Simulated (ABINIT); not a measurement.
Set up this calculation in ABINIT 10.8.3 (patched build), as the native input.

- Task: equation of state
- Functional: LDA-Teter
- Potentials or basis: JTH PAW LDA v2.0
- Cutoff: 544 eV
- k mesh: 8 × 8 × 6
- Occupations: fermi-dirac, width 0.05 eV
- Spin: no spin polarisation
- Fine-grid cutoff: 1088.46 eV

Crystal: P.

```xyz
4
Lattice="1.6477 -5.4650 0.0000 1.6477 5.4650 0.0000 0.0000 0.0000 4.5436" Properties=species:S:1:pos:R:3 pbc="T T T"
P     1.6477   -4.4173    2.6754
P     1.6477    4.4173    1.8683
P     1.6477   -1.0477    0.4035
P     1.6477    1.0477    4.1401
```

The input as run:

run.abi

```
# Datasets: one volume each
ndtset 7
getwfk -1
scalecart1 3*0.9795861087
scalecart2 3*0.9864848297
scalecart3 3*0.9932883884
scalecart4 3*1.0000000000
scalecart5 3*1.0066227096
scalecart6 3*1.0131594038
scalecart7 3*1.0196128224

# Pseudopotentials
pp_dirpath "./"
pseudos "P.LDA_PW-JTH.xml"

# Structure
acell 10.7866280208 10.7866280208 8.5862268752
rprim
     0.2886706784    -0.9574284513     0.0000000000
     0.2886706784     0.9574284513     0.0000000000
     0.0000000000     0.0000000000     1.0000000000
ntypat 1
znucl 15
natom 4
typat 1 1 1 1
xred
     0.9041431300     0.0958568700     0.5888151700
     0.0958568700     0.9041431300     0.4111848300
     0.5958568700     0.4041431300     0.0888151700
     0.4041431300     0.5958568700     0.9111848300
chkprim 0
chksymtnons 0
tolsym 1.0e-6

# Plane-wave basis
ecut 544.227725 eV
pawecutdg 40.0

# k points
kptopt 1
ngkpt 8 8 6
nshiftk 1
shiftk 0.0 0.0 0.0

# Exchange and correlation
ixc 1

# Bands and occupations
nband 14
occopt 3
tsmear 0.05 eV

# SCF cycle
nstep 100
tolvrs 1.0e-9

# Output
iomode 3
prtwf 1
prtden 0
prteig 0
prtebands 0
enunit 2
```

Potentials or basis: JTH PAW LDA v2.0.

Command:

```bash
$ abinit run.abi > log 2>&1
```

It gave:

```json
{
  "Equilibrium volume": "19.94 Å³/atom",
  "Bulk modulus at fixed shape and positions": "80 GPa",
  "Pressure derivative of the bulk modulus": "4.3"
}
```

Caveat: pressures at fixed basis lie under the slope of the energies; the cell was scaled at fixed shape and fractional positions, which overstates the stiffness of a crystal with free parameters, most of all of layers and chains.

Run time: 11 min on 1 thread of Arm Neoverse V2, with other jobs on the host, peak memory 0.21 GiB.
